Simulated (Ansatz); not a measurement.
# V_Li (site 2) in Cs2Li3Br5 (C2/m): charge-transition levels and formation energies

Aim: at which Fermi levels does V_Li (site 2) in Cs2Li3Br5 (C2/m) change its charge? The model is a cell of 60 host atoms with 1 Li taken out.

Main program and level: Ansatz 0.2.0; place-levels on PBEsol runs: charge-transition levels and formation energies with image-charge correction and potential alignment at the atomic sites.

## (1) Set-up

The cell holds 59 atoms: 12 Cs, 17 Li and 30 Br. Its edges and angles: a = 15.495 Å, b = 12.965 Å, c = 9.925 Å, α = 90.0°, β = 114.9°, γ = 90.0°. It derives from Cs2Li3Br5 (space group C2/m). Nearest the centre at fractional (0.500, 0.500, 0.000): Br35 at 2.80 Å, Br38 at 2.80 Å, Br32 at 2.85 Å, Br52 at 2.85 Å, Br51 at 2.85 Å, Br31 at 2.85 Å, Li25 at 3.43 Å, Li44 at 3.43 Å.

Screening for the image-charge correction: ε∞ = (3.02, 2.98, 3.01), ε0 = principal values (7.12, 8.66, 10.33), from a response run on this crystal (DFPT, PBEsol) at that run's own cell.

The cell's shortest repeat is 9.9 Å.

## (2) What was run first

A transition level is the Fermi level at which two charge states cost the same, so each charge needs its own total energy, at its own relaxed structure.

Each atom starts 0.05 Å or so off its site in a random direction: a symmetric start keeps its symmetry, and would miss off-centre moves and Jahn–Teller distortions. Forces are taken at one point at (¼, ¼, ¼). The cell holds 1 electron more than the neutral one, with a uniform background that keeps it neutral on the whole.

The sampling was tested on the host first: at the k-points planned (1x1x1 shifted 0.25 0.25 0.25) its energy lies 0.000 eV an atom from the dense-mesh value, under the bound of 0.02 eV set for this test; that bounds the host's error, not the defect's.

One state's input; the others differ in charge, spin, start and seed, and in occupations where the table says so.

The input, qm1.relax/input.yaml:

```yaml
crystal:
  lattice:
    - [15.49485591, 0.0, -0.00017883]
    - [0.0, 12.96468101, 0.0]
    - [-4.17735126, 0.0, 9.00330237]
  atoms:
    - { symbol: Cs, position: [0.18607097, 0.0, 0.72663788] }
    - { symbol: Cs, position: [0.68607097, 0.16666667, 0.72663788] }
[... 7 atom lines left out ...]
    - { symbol: Li, position: [0.5, 0.16666667, 0.0] }
[... 5 atom lines left out ...]
    - { symbol: Br, position: [0.63324205, 0.16666667, 0.29728397] }
[... 2 atom lines left out ...]
    - { symbol: Br, position: [0.36675795, 0.16666667, 0.70271603] }
[... 1 atom line left out ...]
    - { symbol: Cs, position: [0.18607097, 0.33333333, 0.72663788] }
    - { symbol: Cs, position: [0.68607097, 0.5, 0.72663788] }
    - { symbol: Cs, position: [0.31392903, 0.5, 0.27336212] }
    - { symbol: Cs, position: [0.81392903, 0.33333333, 0.27336212] }
    - { symbol: Li, position: [0.45099841, 0.33333333, 0.7086854] }
[... 2 atom lines left out ...]
    - { symbol: Li, position: [0.54900159, 0.33333333, 0.2913146] }
[... 2 atom lines left out ...]
    - { symbol: Br, position: [0.59880947, 0.33333333, 0.93955319] }
    - { symbol: Br, position: [0.40119053, 0.33333333, 0.06044681] }
[... 2 atom lines left out ...]
    - { symbol: Br, position: [0.63324205, 0.5, 0.29728397] }
[... 2 atom lines left out ...]
    - { symbol: Br, position: [0.36675795, 0.5, 0.70271603] }
[... 1 atom line left out ...]
    - { symbol: Cs, position: [0.18607097, 0.66666667, 0.72663788] }
[... 2 atom lines left out ...]
    - { symbol: Cs, position: [0.81392903, 0.66666667, 0.27336212] }
    - { symbol: Li, position: [0.45099841, 0.66666667, 0.7086854] }
[... 2 atom lines left out ...]
    - { symbol: Li, position: [0.54900159, 0.66666667, 0.2913146] }
[... 1 atom line left out ...]
    - { symbol: Li, position: [0.5, 0.83333333, 0.0] }
[... 1 atom line left out ...]
    - { symbol: Br, position: [0.59880947, 0.66666667, 0.93955319] }
    - { symbol: Br, position: [0.40119053, 0.66666667, 0.06044681] }
[... 6 atom lines left out ...]
    - { symbol: Br, position: [0.86675795, 0.66666667, 0.70271603] }
  host:
    repeats: [1, 3, 1]
    atoms:
      - { symbol: Cs, position: [0.18607097, 0.0, 0.72663788] }
      - { symbol: Cs, position: [0.68607097, 0.5, 0.72663788] }
      # ... 18 more atoms of the perfect host
total_charge: -1
basis:
  ecutwfc: 420
  xc_grid: 2
hamiltonian:
  xc: pbesol
kpoints:
  mp_grid: { grid: [1, 1, 1], shift: [0.25, 0.25, 0.25] }
scf:
  occupations: { method: fixed }
  max_iter: 100
output:
  forces: true
  charged_corrections:
    epsilon: [3.02, 2.98, 3.01]
    static_epsilon: [[7.28, 0.0, -0.47], [0.0, 10.33, 0.0], [-0.47, 0.0, 8.5]]
    defect_position: [0.5, 0.5, 0.0]
relax:
  f_tol: 0.02
  max_steps: 80
  random_displacement: { amplitude: 0.05, seed: 7613 }
checkpoint:
  write: "../qm1.relax.run"
  compress: false
  write_wavefunctions: true
  write_every: 100000
```

Command:

```console
$ ansatz run input.yaml --threads 4 --pin off --max-ram 14131MiB --backend cpu --events-out ev --progress --plain --runs-dir out
```

The relaxed structure is kept and the sampling changed to a 2×2×2 shifted mesh.

The run of this state that the levels use, under PBEsol:

The input, qm1.point/input.yaml:

```yaml
crystal:
  checkpoint: "../qm1.relax.run"
  host: checkpoint
total_charge: -1
basis:
  ecutwfc: 420
  xc_grid: 2
hamiltonian:
  xc: pbesol
kpoints:
  mp_grid: { grid: [2, 2, 2], shift: [0.5, 0.5, 0.5] }
scf:
  occupations: { method: fermi_dirac, width: 0.01 }
  max_iter: 100
output:
  forces: true
  eigenvalues: true
  charged_corrections:
    epsilon: [3.02, 2.98, 3.01]
    static_epsilon: [[7.28, 0.0, -0.47], [0.0, 10.33, 0.0], [-0.47, 0.0, 8.5]]
    defect_position: [0.5, 0.5, 0.0]
  eigenstates: { localisation: true }
  populations: true
  band_densities: [{ bands: [v1, v1] }, { bands: [c1, c1] }]
  write_density: true
  write_potential: true
  volumetric_format: npy
checkpoint:
  read: "../qm1.relax.run"
  write: "../qm1.point.run"
  compress: false
  write_wavefunctions: false
  write_every: 100000
```

Relaxations under PBEsol at one point at (¼, ¼, ¼); times on 4 threads of Arm Neoverse V1, shared host:

| charge | moment (μB) | occupations | outcome | steps | largest displacement against the far atoms (Å) | time |
| --- | --- | --- | --- | --- | --- | --- |
| −1 | 0 | fixed | converged | 4 | 0.41 | 89 s |
| 0 | 1 | fixed | converged | 4 | 0.37 | 4.6 min |
| +1 | 0 | fixed | not converged | - | - | 1.9 min |
| +1 | 0 | fermi-dirac | converged | 4 | 0.38 | 2.3 min |
| +1 | 2 | fixed | not converged | - | - | 4.7 min |
| +1 | 2 | fermi-dirac | converged | 11 | 0.50 | 10 min |

Single points under PBEsol at a 2×2×2 shifted mesh; times on 4 threads of Arm Neoverse V1, shared host:

| charge | moment (μB) | occupations | outcome | time |
| --- | --- | --- | --- | --- |
| −1 | 0 | fermi-dirac | converged | 2.4 min |
| 0 | 1 | fermi-dirac | converged | 7 min |
| +1 | 0 | fermi-dirac | converged | 3.5 min |
| +1 | 2 | fermi-dirac | converged | 5.3 min |

Distances (Å) from the ideal centre to the nearest atoms after relaxation with PBEsol:

| charge | moment (μB) | 1. | 2. | 3. | 4. | 5. | 6. |
| --- | --- | --- | --- | --- | --- | --- | --- |
| −1 | 0 | Br 3.09 | Br 3.10 | Br 3.10 | Br 3.10 | Br 3.20 | Br 3.21 |
| 0 | 1 | Br 3.00 | Br 3.01 | Br 3.01 | Br 3.02 | Br 3.16 | Br 3.17 |
| +1 | 0 | Br 2.95 | Br 2.97 | Br 2.98 | Br 2.99 | Br 3.18 | Br 3.18 |
| +1 | 2 | Br 2.60 | Br 2.60 | Br 2.60 | Br 2.61 | Br 3.30 | Br 3.30 |

## (3) place-levels, PBEsol

A charged cell interacts with its images and the background, and its potential has another zero than the host's. place-levels removes the first by a point-charge model, screened by the static dielectric constant since the ions have relaxed around the charge, and the second by comparing potentials at atoms far from the defect.

The host is a run of the defect-free crystal in the same cutoffs, grids and k-points, so that basis and sampling errors cancel in part in the differences. Its band edges come from a run of the primitive cell that searches the zone for them. The host is run in a cell of 20 atoms on a matching mesh. Chemical potentials are energies per atom of Li (bcc), run with the same functional and cutoff.

The input, levels.point.yaml:

```yaml
host:
  run: host.point.run
  levels_from: { run: edges.point.run }
states: [qm1.point.run, q0_M1.point.run, qp1.point.run, qp1_M2.point.run]
geometry_from:
  qm1.point.run: qm1.relax.run
  q0_M1.point.run: q0_M1.relax.run
  qp1.point.run: qp1.relax_smeared.run
  qp1_M2.point.run: qp1_M2.relax_smeared.run
  host.point.run: host.relax.run
chemical_potentials:
  Li:
    energy: -202.99658
    dataset: "<sha256 of the dataset>"
epsilon: [3.02, 2.98, 3.01]
static_epsilon:
  - [7.28, 0.0, -0.47]
  - [0.0, 10.33, 0.0]
  - [-0.47, 0.0, 8.5]
vertical:
  - { from: qm1.point.run, to: qm1.point_neutral.run }
  - { from: qp1.point.run, to: qp1.point_neutral.run }
  - { from: qp1_M2.point.run, to: qp1_M2.point_neutral.run }
```

Command:

```console
$ ansatz place-levels levels.point.yaml -- --threads 4 --pin off --max-ram 14131MiB
```

Numbers of over 12 decimals in the logs are rounded to 6 here.

What it wrote:

```text
[... repeated set-up lines and file paths are left out, and long positions are rounded to six places ...]
(+1/0) 0.076 eV beneath the valence edge, in the valence band
(0/-1) 0.122 eV above the valence edge, 4.253 eV under the conduction edge
formation energy of charge +1: +4.238 eV with the Fermi level at the valence edge
formation energy of charge 0: +4.163 eV with the Fermi level at the valence edge
formation energy of charge -1: +4.285 eV with the Fermi level at the valence edge
vertical -1 to 0: no energy, since no alignment is typed
  the change from vertical[0].from (qm1.point.run) to vertical[0].to (qm1.point_neutral.run): by its potential at epsilon [3.02, 2.98, 3.01] it stands at 0.500 0.513 0.000, with an rms radius of about 5.7 Å (3.1 4.4 2.1 Å across the planes of the cell's [...]
vertical +1 to 0: no energy, since no alignment is typed
  the change from vertical[1].from (qp1.point.run) to vertical[1].to (qp1.point_neutral.run): by its potential at epsilon [3.02, 2.98, 3.01] it stands at 0.994 0.535 1.000, with an rms radius of about 8.7 Å (6.0 5.6 3.0 Å across the planes of the cell's [...]
vertical +1 to 0: no energy, since no alignment is typed
  the change from vertical[2].from (qp1_M2.point.run) to vertical[2].to (qp1_M2.point_neutral.run): by its potential at epsilon [3.02, 2.98, 3.01] it stands at 0.500 0.500 0.000, with an rms radius of about 2.5 Å (0.8 2.4 0.3 Å across the planes of the cell's [...]
  edges by pbesol of host.levels_from (edges.point.run), its mesh sampled to repeats of 29.78 Å (the valence edge +0.138 eV and the conduction edge -0.403 eV from those of the host's own run), gap 4.375 eV; the host is sampled to repeats of 28.92 Å
  the defect's cells are sampled to repeats of 28.92 Å, like sampling
  charge +1: -152671.3089 eV with its correction of +0.140 eV, at epsilon [[7.28, 0, -0.47], [0, 10.33, 0], [-0.47, 0, 8.5]], aligned at sites: -0.0444 eV, mean over 45 atomic sites at or beyond 4.96 Å from the defect at [0.5000, 0.5000, 0.0000], with [...]
  charge 0: +0.000 eV for its dipole among its images, +0.000 omitted
  states[1] (q0_M1.point.run): levels filled in part (TS 0.010 eV): its energy is of no whole electron's
  charge -1: -152667.3825 eV with its correction of +0.228 eV, at epsilon [[7.28, 0, -0.47], [0, 10.33, 0], [-0.47, 0, 8.5]], aligned at sites: -0.0436 eV, mean over 45 atomic sites at or beyond 4.96 Å from the defect at [0.5000, 0.5000, 0.0000], with [...]
  charge +1: states[2] (qp1.point.run) stands 0.220 eV higher, with a moment of 0.00 μB against 2.00
  states[2] (qp1.point.run): levels filled in part (TS 0.024 eV): its energy is of no whole electron's
  of states[3] (qp1_M2.point.run): it parts from the run at its places by a charge that spreads by about 2.4 Å along one vector (2.2 Å or more is wide), by its potential at epsilon [3.02, 2.98, 3.01], taken for that of held ions (one typed too small widens [...]
  of states[1] (q0_M1.point.run): its displacements don't fall off away from the defect: farther atoms stand 0.044 Å off the host's places. [...]
  of states[0] (qm1.point.run): it parts from the run at its places by a charge that spreads by about 4.4 Å along one vector (2.2 Å or more is wide), by its potential at epsilon [3.02, 2.98, 3.01], taken for that of held ions (one typed too small widens it), [...]
  of states[2] (qp1.point.run): it parts from the run at its places by a charge that spreads by about 5.6 Å along one vector (2.2 Å or more is wide), by its potential at epsilon [3.02, 2.98, 3.01], taken for that of held ions (one typed too small widens it), [...]
  of vertical[0].from (qm1.point.run): its displacements don't fall off away from the defect: farther atoms stand 0.047 Å off the host's places. [...]
  vertical[0].to (qm1.point_neutral.run): levels filled in part (TS 0.014 eV): its energy is of no whole electron's
  of vertical[0].to (qm1.point_neutral.run): its displacements don't fall off away from the defect: farther atoms stand 0.047 Å off the host's places. [...]
  vertical[1].from (qp1.point.run): levels filled in part (TS 0.024 eV): its energy is of no whole electron's
  of vertical[1].from (qp1.point.run): its displacements don't fall off away from the defect: farther atoms stand 0.037 Å off the host's places. [...]
  vertical[1].to (qp1.point_neutral.run): levels filled in part (TS 0.010 eV): its energy is of no whole electron's
  of vertical[1].to (qp1.point_neutral.run): its displacements don't fall off away from the defect: farther atoms stand 0.037 Å off the host's places. [...]
  of vertical[2].from (qp1_M2.point.run): its displacements don't fall off away from the defect: farther atoms stand 0.085 Å off the host's places. [...]
  vertical[2].to (qp1_M2.point_neutral.run): levels filled in part (TS 0.010 eV): its energy is of no whole electron's
  of vertical[2].to (qp1_M2.point_neutral.run): its displacements don't fall off away from the defect: farther atoms stand 0.085 Å off the host's places. [...]
```

It took 0.49 s on 4 threads of Arm Neoverse V1, shared host.

Under PBEsol the gap is 4.37 eV, (+1/0) -0.08 (outside the gap), (0/−1) 0.12 eV.

Levels between the charges placed, in eV above the valence top:

|  | gap (eV) | (+1/0) | (0/−1) |
| --- | --- | --- | --- |
| PBEsol | 4.37 | -0.08 | 0.12 |

Corrections by state:

| charge | moment (μB) | image terms and alignment (eV) | band filling (eV) | ε used | over the lowest of its charge, as the program ranks them, band filling apart (eV) |
| --- | --- | --- | --- | --- | --- |
| +1 | 2.0 | 0.140 | - | principal values (7.12, 8.66, 10.33) | 0.000 |
| 0 | 1.0 | 0.000 | - | - | 0.000 |
| −1 | 0.0 | 0.228 | - | principal values (7.12, 8.66, 10.33) | 0.000 |
| +1 | 0.0 | 0.035 | - | principal values (7.12, 8.66, 10.33) | 0.220 |

The charged structures listed were also run neutral, and place-levels reads from each pair, by the potential or the spins, how wide the charge is by which they differ; that can be the carrier of either run.

| charge | rms radius (Å) | spread where it is widest against the cell (Å) | wide from (Å) | reading |
| --- | --- | --- | --- | --- |
| +1 | 2.5 | 2.39 | 2.25 | wide |
| −1 | 5.7 | 4.35 | 2.25 | wide |

The neutral runs of these pairs need not share the spin of the lowest neutral state, and very wide values only mean spread over the cell.

From the program's caveats on the states, each cut to its opening words:

- charge +1 (2 μB): it parts from the run at its places by a charge that spreads by about 2.4 Å along one vector (2.2 Å or more is wide), by its potential at epsilon [3.02, 2.98, [...]
- charge +1 (2 μB): its displacements don't fall off away from the defect: farther atoms stand 0.085 Å off the host's places
- charge +1 (2 μB): flagged: stability check not made
- charge 0 (1 μB): its displacements don't fall off away from the defect: farther atoms stand 0.044 Å off the host's places
- charge −1: it parts from the run at its places by a charge that spreads by about 4.4 Å along one vector (2.2 Å or more is wide), by its potential at epsilon [3.02, 2.98, [...]
- charge −1: its displacements don't fall off away from the defect: farther atoms stand 0.047 Å off the host's places
- charge +1: it parts from the run at its places by a charge that spreads by about 5.6 Å along one vector (2.2 Å or more is wide), by its potential at epsilon [3.02, 2.98, [...]
- charge +1: its alignment with the host at atomic sites is doubtful: the mean over the far sites moves by +0.0766 eV from their farther parts to their nearer, more than [...]
- charge +1: its displacements don't fall off away from the defect: farther atoms stand 0.037 Å off the host's places

Chemical potentials of the elements' reference phases, run alike. Formation energy by charge state (elemental references; gap 4.37 eV):

| charge | at valence top (eV) | at conduction bottom (eV) | correction included (eV) |
| --- | --- | --- | --- |
| +1 | 4.24 | 8.61 | 0.14 |
| 0 | 4.16 | 4.16 | 0.00 |
| −1 | 4.29 | -0.09 | 0.23 |

| Fermi level (eV) | lowest formation energy (eV) |
| --- | --- |
| 0.00 | 4.16 |
| 0.40 | 3.89 |
| 0.79 | 3.49 |
| 1.19 | 3.09 |
| 1.59 | 2.70 |
| 1.99 | 2.30 |
| 2.39 | 1.90 |
| 2.79 | 1.50 |
| 3.18 | 1.10 |
| 3.58 | 0.71 |
| 3.98 | 0.31 |
| 4.37 | -0.09 |

## (4) place-levels, r2SCAN

r2SCAN on the same structure is run to see how far the result rests on the functional, though not on the errors that semilocal functionals share; the sampling changes too, to one point at (¼, ¼, ¼), so differences hold both changes.

qm1.r2scan/input.yaml, as its differences from qm1.point/input.yaml of step 2:

```diff
@@ -5,8 +5,8 @@
 basis:
-  ecutwfc: 420
+  ecutwfc: 500
   xc_grid: 2
 hamiltonian:
-  xc: pbesol
+  xc: r2scan
 kpoints:
-  mp_grid: { grid: [2, 2, 2], shift: [0.5, 0.5, 0.5] }
+  mp_grid: { grid: [1, 1, 1], shift: [0.25, 0.25, 0.25] }
 scf:
@@ -28,4 +28,3 @@
 checkpoint:
-  read: "../qm1.relax.run"
-  write: "../qm1.point.run"
+  write: "../qm1.r2scan.run"
   compress: false
```

Run time: 69 s. Hardware: 4 threads; peak memory 3.5 GiB.

The input, levels.r2scan.yaml:

```yaml
host:
  run: host.r2scan.run
  levels_from: { run: edges.r2scan.run }
states: [qm1.r2scan.run, q0_M1.r2scan.run, qp1.r2scan.run, qp1_M2.r2scan.run]
geometry_from:
  qm1.r2scan.run: qm1.relax.run
  q0_M1.r2scan.run: q0_M1.relax.run
  qp1.r2scan.run: qp1.relax_smeared.run
  qp1_M2.r2scan.run: qp1_M2.relax_smeared.run
  host.r2scan.run: host.relax.run
chemical_potentials:
  Li:
    energy: -205.1324
    dataset: "<sha256 of the dataset>"
```

Command:

```console
$ ansatz place-levels levels.r2scan.yaml -- --threads 4 --pin off --max-ram 14131MiB
```

What it wrote:

```text
(+1/0) 0.031 eV above the valence edge, 5.204 eV under the conduction edge
(0/-1) 0.171 eV above the valence edge, 5.065 eV under the conduction edge
formation energy of charge +1: +4.485 eV with the Fermi level at the valence edge
formation energy of charge 0: +4.516 eV with the Fermi level at the valence edge
formation energy of charge -1: +4.687 eV with the Fermi level at the valence edge
  edges by r2scan of host.levels_from (edges.r2scan.run), its mesh sampled to repeats of 29.78 Å (the valence edge +0.135 eV and the conduction edge -0.582 eV from those of the host's own run), gap 5.236 eV; the host is sampled to repeats of 16.33 Å
[... the lines on each state left out ...]
```

Elapsed: 0.28 s, on 4 threads.

Under r2SCAN the gap is 5.24 eV, (+1/0) 0.03, (0/−1) 0.17 eV; the stage before (PBEsol, at other k-points) gave a gap of 4.37 eV and levels within 0.11 eV of these.

## (5) Cost and result

Levels between neighbouring charges, in eV above each run's own valence top:

|  | gap (eV) | (+1/0) | (0/−1) | CPU time a state at this stage (restarts are quicker than cold starts) |
| --- | --- | --- | --- | --- |
| PBEsol, 2×2×2 shifted mesh | 4.37 | -0.08 | 0.12 | 17 min |
| r2SCAN on PBEsol structures, (¼, ¼, ¼) | 5.24 | 0.03 | 0.17 | 12 min |

## (6) What came out

* gap of the host: 4.37 eV (PBEsol)
* level (plus 1/0): 0.08 eV below the valence top
* level (0/minus 1): 0.12 eV above the valence top
* lowest of the charges placed, just above the valence top (0.02 eV): 0
* lowest of the charges placed, just below the conduction bottom (0.02 eV): −1
* lowest formation energy at mid-gap of the charges run, elemental references: 2.10 eV

What this shows: Of the charges placed (−1, 0 and +1), the lowest changes at 0.12 eV (0/−1) above the valence top, in a gap of 4.37 eV. (0/−1) lies nearer to a band edge than the share of the finite-size correction in it (0.23 eV), and that correction holds for a localised charge alone. (+1/0) and (0/−1) lie 0.08 and 0.12 eV from a band edge, less than the doubt on such levels. Charges below −1 were not placed, so these runs say nothing of levels that involve them. States placed: +1 at 2 μB and 0 μB; 0 at 1 μB; −1 at 0 μB. Other spin states or structures, where not listed, weren't placed. The program doubts the alignment of potentials for at least one state, a sign that the cell is small. What this leaves open: PBEsol makes the gap too small and tends to spread out bound carriers; spin–orbit coupling, which can matter with heavy atoms, is left out.

[Logs are printed without paths, hosts, clocks, repeated set-up lines and the standing remarks that a program may print on its own settings, such as how far it seeks lower states.]

[Hosts, paths, dates, database ids (printed as entryN), source tags and the programs' standing remarks are cut or masked in the printed files.]

[Where a table of states has a column of steps, it counts the stored structures, which are thinned; the runs took as many ionic steps or more.]

[A defect's name tells the site on which it was built; relaxed atoms can leave that site.]

[For some hosts the program warned that the k-mesh of the response run may be too coarse for force constants and the static dielectric constant; such warnings are not shown here.]
